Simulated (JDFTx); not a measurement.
# BAs (F-43m) in JDFTx: notebook, part 2 of 2

JDFTx 1.7.0 (patched build).

## Step 3: Single point, PBE, spin-orbit coupling, no magnetisation

BAs.in

```
lattice \
    0.0000000000     4.5136108487     4.5136108487 \
    4.5136108487     0.0000000000     4.5136108487 \
    4.5136108487     4.5136108487     0.0000000000
coords-type Lattice
ion As     0.7500000000     0.7500000000     0.7500000000 1
ion B      0.0000000000     0.0000000000     0.0000000000 1

ion-species pseudo/As.upf
ion-species pseudo/B.upf
elec-cutoff 42 336
elec-ex-corr gga-PBE
kpoint-folding 10 10 10
elec-smearing Fermi 0.0018374661
elec-n-bands 30
spintype spin-orbit
electronic-SCF nIterations 100 energyDiffThreshold 1e-08
electronic-minimize nIterations 30 energyDiffThreshold 1e-7
converge-empty-states yes
forces-output-coords Cartesian

dump-name run.$VAR
dump End Ecomponents EigStats BandEigs Kpoints Forces Stress ElecDensity
```

Potentials or basis: PseudoDojo-FR-PBE-0.4-standard.

The run is started by

```sh
$ jdftx -c 1 -i BAs.in -o BAs.out
```

The program printed:

```text
*************** JDFTx 1.7.0 (patched build) ***************

Input parsed successfully to the following command list (including defaults):
[... the input with its defaults ...]

---------- Setting up symmetries ----------

Found 48 point-group symmetries of the bravais lattice
Found 24 space-group symmetries with basis
Applied RMS atom displacement 0 bohrs to make symmetries exact.

---------- Initializing the Grid ----------
R =
[            0      4.51361      4.51361  ]
[      4.51361            0      4.51361  ]
[      4.51361      4.51361            0  ]
unit cell volume = 183.909
G =
[  -0.696026   0.696026   0.696026  ]
[   0.696026  -0.696026   0.696026  ]
[   0.696026   0.696026  -0.696026  ]
Minimum fftbox size, Smin = [  56  56  56  ]
Chosen fftbox size, S = [  56  56  56  ]

---------- Initializing tighter grid for wavefunction operations ----------
R =
[            0      4.51361      4.51361  ]
[      4.51361            0      4.51361  ]
[      4.51361      4.51361            0  ]
unit cell volume = 183.909
G =
[  -0.696026   0.696026   0.696026  ]
[   0.696026  -0.696026   0.696026  ]
[   0.696026   0.696026  -0.696026  ]
Minimum fftbox size, Smin = [  40  40  40  ]
Chosen fftbox size, S = [  40  40  40  ]

---------- Exchange Correlation functional ----------
Initalized PBE GGA exchange.
Initalized PBE GGA correlation.

---------- Setting up pseudopotentials ----------
Width of ionic core gaussian charges (only for fluid interactions / plotting) set to 0

Reading pseudopotential file 'pseudo/As.upf':
  'As' pseudopotential, 'PBE' functional
  Generated using ONCVPSP code by D. R. Hamann
  15 valence electrons, 5 orbitals, 10 projectors, 1001 radial grid points, with lMax = 2
    3D    l: 2   occupation:  6.0   eigenvalue: -1.482453
    3D    l: 2   occupation:  4.0   eigenvalue: -1.509224
    4S    l: 0   occupation:  2.0   eigenvalue: -0.532523
    4P    l: 1   occupation:  2.0   eigenvalue: -0.187649
    4P    l: 1   occupation:  1.0   eigenvalue: -0.197670
  Core radius for overlap checks: 1.74 bohrs.

Reading pseudopotential file 'pseudo/B.upf':
  'B' pseudopotential, 'PBE' functional
  Generated using ONCVPSP code by D. R. Hamann
  3 valence electrons, 3 orbitals, 6 projectors, 1001 radial grid points, with lMax = 1
    2S    l: 0   occupation:  2.0   eigenvalue: -0.347022
    2P    l: 1   occupation:  0.7   eigenvalue: -0.132506
    2P    l: 1   occupation:  0.3   eigenvalue: -0.132625
  Core radius for overlap checks: 1.18 bohrs.

Initialized 2 species with 2 total atoms.

Folded 1 k-points by 10x10x10 to 1000 k-points.

---------- Setting up k-points, bands, fillings ----------
Adding inversion symmetry to k-mesh for non-inversion-symmetric unit cell.
Reduced to 47 k-points under symmetry.
Computing the number of bands and number of electrons
Calculating initial fillings.
nElectrons:  18.000000   nBands: 30   nStates: 47

----- Setting up reduced wavefunction bases (one per k-point) -----
average nbasis = 2392.167 , ideal nbasis = 2390.949

---------- Setting up ewald sum ----------
Optimum gaussian width for ewald sums = 2.050004 bohr.
Real space sum over 1331 unit cells with max indices [  5  5  5  ]
Reciprocal space sum over 2197 terms with max indices [  6  6  6  ]

---------- Allocating electronic variables ----------
Initializing wave functions:  linear combination of atomic orbitals
Note: number of bands (30) exceeds available atomic orbitals (26)
As pseudo-atom occupations:   s ( 2 )  p- ( 2 )  p+ ( 1 )  d- ( 4 )  d+ ( 6 )
B pseudo-atom occupations:   s ( 2 )  p- ( 1 )  p+ ( 0 )
	FillingsUpdate:  mu: +0.466104959  nElectrons: 18.000000
LCAOMinimize: Iter:   0  F: -98.7011020472341158  |grad|_K:  1.503e-03  alpha:  1.000e+00
	FillingsUpdate:  mu: +0.455716923  nElectrons: 18.000000
LCAOMinimize: Iter:   1  F: -98.7216921352001009  |grad|_K:  5.660e-05  alpha:  4.506e-01  linmin:  3.333e-01  cgtest: -8.710e-01
	FillingsUpdate:  mu: +0.455485200  nElectrons: 18.000000
[... 5 lines of inner loops ...]
LCAOMinimize: Iter:   4  F: -98.7217293879150333  |grad|_K:  2.716e-08  alpha:  9.773e-01  linmin: -1.793e-04  cgtest:  1.491e-03
	FillingsUpdate:  mu: +0.455902961  nElectrons: 18.000000
LCAOMinimize: Iter:   5  F: -98.7217293879284625  |grad|_K:  7.943e-09  alpha:  8.524e-01  linmin: -4.779e-04  cgtest:  5.911e-03
LCAOMinimize: Converged (|Delta F|<1.000000e-06 for 2 iters).

-------- Electronic minimization -----------
Will mix electronic density at each iteration.
	FillingsUpdate:  mu: +0.455902961  nElectrons: 18.000000
	FillingsUpdate:  mu: +0.430969239  nElectrons: 18.000000
SCF: Cycle:  0   F: -98.768860095776247   dF: -4.713e-02   |Residual|: 4.866e-02   |deigs|: 2.284e-01
	FillingsUpdate:  mu: +0.434130755  nElectrons: 18.000000
SCF: Cycle:  1   F: -98.770091997213214   dF: -1.232e-03   |Residual|: 2.755e-02   |deigs|: 8.082e-03
	FillingsUpdate:  mu: +0.438567191  nElectrons: 18.000000
SCF: Cycle:  2   F: -98.770297507278769   dF: -2.055e-04   |Residual|: 3.179e-03   |deigs|: 7.312e-03
	FillingsUpdate:  mu: +0.438736768  nElectrons: 18.000000
SCF: Cycle:  3   F: -98.770304415536216   dF: -6.908e-06   |Residual|: 1.694e-03   |deigs|: 3.787e-04
	FillingsUpdate:  mu: +0.439052718  nElectrons: 18.000000
SCF: Cycle:  4   F: -98.770306330682189   dF: -1.915e-06   |Residual|: 3.697e-04   |deigs|: 3.471e-04
	FillingsUpdate:  mu: +0.439082623  nElectrons: 18.000000
SCF: Cycle:  5   F: -98.770306717667111   dF: -3.870e-07   |Residual|: 1.016e-04   |deigs|: 1.238e-04
	FillingsUpdate:  mu: +0.439091610  nElectrons: 18.000000
SCF: Cycle:  6   F: -98.770306839777007   dF: -1.221e-07   |Residual|: 4.104e-05   |deigs|: 9.859e-05
	FillingsUpdate:  mu: +0.439096701  nElectrons: 18.000000
SCF: Cycle:  7   F: -98.770306897422842   dF: -5.765e-08   |Residual|: 1.869e-05   |deigs|: 1.899e-04
	FillingsUpdate:  mu: +0.439096904  nElectrons: 18.000000
SCF: Cycle:  8   F: -98.770306911796595   dF: -1.437e-08   |Residual|: 4.850e-06   |deigs|: 8.560e-05
	FillingsUpdate:  mu: +0.439096908  nElectrons: 18.000000
SCF: Cycle:  9   F: -98.770306920461763   dF: -8.665e-09   |Residual|: 1.822e-06   |deigs|: 9.081e-05
	FillingsUpdate:  mu: +0.439096665  nElectrons: 18.000000
SCF: Cycle: 10   F: -98.770306922301742   dF: -1.840e-09   |Residual|: 1.252e-06   |deigs|: 5.376e-05
SCF: Converged (|Delta E|<1.000000e-08 for 2 iters).

Setting wave functions to eigenvectors of Hamiltonian
Converging empty states (this may take a while):
EmptyStates: None of the convergence criteria satisfied.
|deigs|: 8.978e-04

# Stress tensor in Cartesian coordinates [Eh/a0^3]:
[ -9.47095e-05            0            0  ]
[            0 -9.47095e-05            0  ]
[            0            0 -9.47095e-05  ]

# Ionic positions in lattice coordinates:
ion As   0.750000000000000   0.750000000000000   0.750000000000000 1
ion B   0.000000000000000   0.000000000000000   0.000000000000000 1

# Forces in Cartesian coordinates:
force As   0.000000000000000   0.000000000000000  -0.000000000000000 1
force B   0.000000000000000   0.000000000000000  -0.000000000000000 1

# Energy components:
   Eewald =      -63.4210613756695025
       EH =       30.4764789019813733
     Eloc =      -77.0424625386922486
      Enl =      -52.2960106681479076
      Exc =      -24.9995726944955585
 Exc_core =       10.2137408883539500
       KE =       78.2985805683599523
-------------------------------------
     Etot =      -98.7703069183099416
       TS =        0.0000000039918024
-------------------------------------
        F =      -98.7703069223017422

IonicMinimize: Iter:   0  F: -98.770306922301742  |grad|_K:  1.610e-36
IonicMinimize: Converged (|grad|_K<1.000000e-04).

#--- Lowdin population analysis ---
# oxidation-state As +0.682
# oxidation-state B -0.645

Dumping 'run.eigStats' ...
	eMin: -0.917708 at state 1 ( [ +0.000000 +0.000000 +0.100000 ] spin 0 )
	HOMO: +0.419339 at state 0 ( [ +0.000000 +0.000000 +0.000000 ] spin 0 )
	mu  : +0.439097
	LUMO: +0.460870 at state 27 ( [ +0.000000 +0.400000 +0.400000 ] spin 0 )
	eMax: +1.050953 at state 30 ( [ +0.000000 +0.500000 +0.500000 ] spin 0 )
	HOMO-LUMO gap: +0.041531
	Optical gap  : +0.113426 at state 0 ( [ +0.000000 +0.000000 +0.000000 ] spin 0 )
WARNING: the last solve of the electrons (or of bands or displaced states from it) ended unconverged.
Done!
[note: mu as printed may lie anywhere between the filled and the empty levels]
```

Run time: 2.2 min. Hardware: 1 thread of Intel Xeon 6975P-C (Granite Rapids), shared host; peak memory 0.27 GiB.

What came out:

```yaml
Free_energy: -2687.6770 eV
Pressure: 2.8 GPa
Band_gap_on_the_k_mesh: 1.13 eV, indirect (least direct gap 3.09 eV)
Loewdin_charges: As +0.68; B -0.65 e
```

Caveat: the empty levels aren't tightly converged.

## Step 4: Single point, BJ06

BAs.in

```
include BAs.lattice
coords-type Lattice
include BAs.ionpos

ion-species pseudo/As.upf
ion-species pseudo/B.upf
elec-cutoff 40 320
elec-ex-corr mgga-x-bj06 lda-c-pw
kpoint-folding 8 8 8
elec-smearing Fermi 0.0018374661
elec-n-bands 9
electronic-SCF nIterations 100 energyDiffThreshold 1e-09 residualThreshold 1e-05
electronic-minimize nIterations 30 energyDiffThreshold 1e-7
converge-empty-states yes
forces-output-coords Cartesian

dump-name run.$VAR
dump End Ecomponents EigStats BandEigs Kpoints Forces ElecDensity KEdensity
```

BAs.lattice

```
lattice \
    0.0000000000     4.5136108487     4.5136108487 \
    4.5136108487     0.0000000000     4.5136108487 \
    4.5136108487     4.5136108487     0.0000000000
```

BAs.ionpos

```
ion As     0.7500000000     0.7500000000     0.7500000000 1
ion B      0.0000000000     0.0000000000     0.0000000000 1
```

Potentials or basis: SG15-PBE-1.2.

The run is started by

```sh
$ jdftx -c 1 -i BAs.in -o BAs.out
```

It took 98 s on 1 thread of Arm Neoverse V2, shared host; peak memory 0.13 GiB.

The run converged. Its results:

```yaml
Band_gap_on_the_k_mesh: 1.37 eV, indirect (least direct gap 3.56 eV)
```

Levels at points of the mesh, in eV from the valence-band top:
```csv
k point,band 2,band 3,band 4,band 5,band 6,band 7
"(0.00, 0.00, 0.00)",0.00,0.00,0.00,3.56,3.56,3.56
"(0.00, 0.00, 0.50)",-8.80,-1.80,-1.80,3.05,5.01,5.01
"(0.00, 0.50, 0.50)",-8.55,-4.07,-4.07,1.56,1.63,12.29
```

Caveat: the empty levels aren't tightly converged; a model potential gives levels but no total energy; the potentials were made for another functional, which shifts forces and pressure. A k mesh can miss the band edges.

## Step 5: For comparison

An earlier run on the cell as given: functional PBE; potentials or basis PseudoDojo-SR-PBE-0.5-standard; cutoff 1143 eV; density cutoff 4572 eV; k mesh 10 × 10 × 10; occupations fermi-dirac, width 0.05 eV; no spin polarisation.

- Pressure: 2.7 GPa
- Band gap on the k mesh: 1.20 eV, indirect (least direct gap 3.29 eV)
- Loewdin charges: As +0.68; B -0.65 e

## Step 6: Summary

| level | potentials or basis | spin | k mesh | cutoff (eV) | density cutoff over wavefunction cutoff | SCF threshold on the energy | SCF threshold on the residual | mesh quality | gap on the mesh (eV) | pressure (GPa) |
| --- | --- | --- | --- | --- | --- | --- | --- | --- | --- | --- |
| r2SCANh | SG15-PBE-1.2 | off | 4 × 4 × 4 | 816 | 8 | 1e-07 Ha | - | coarse | 2.03 | 1.6 |
| PBE | PseudoDojo-FR-PBE-0.4-standard | SOC, no magnetisation | 10 × 10 × 10 | 1143 | 8 | 1e-08 Ha | - | not flagged | 1.13 | 2.8 |
| BJ06 | SG15-PBE-1.2 | off | 8 × 8 × 8 | 1088 | 8 | 1e-09 Ha | 1e-05 | not flagged | 1.37 | - |
| PBE | PseudoDojo-SR-PBE-0.5-standard | off | 10 × 10 × 10 | 1143 | 4 | 1e-08 Ha | - | not flagged | 1.20 | 2.7 |

Alike in all rows: task single point; cell as given; smearing fermi-dirac 0.05 eV.

Caveats: some runs use coarse meshes; the potentials were made for another functional, which shifts forces and pressure (some runs); the empty levels aren't tightly converged (some runs); a model potential gives levels but no total energy (some runs).

Total energies depend on the potentials used, so only differences within one code and one set of settings carry meaning.
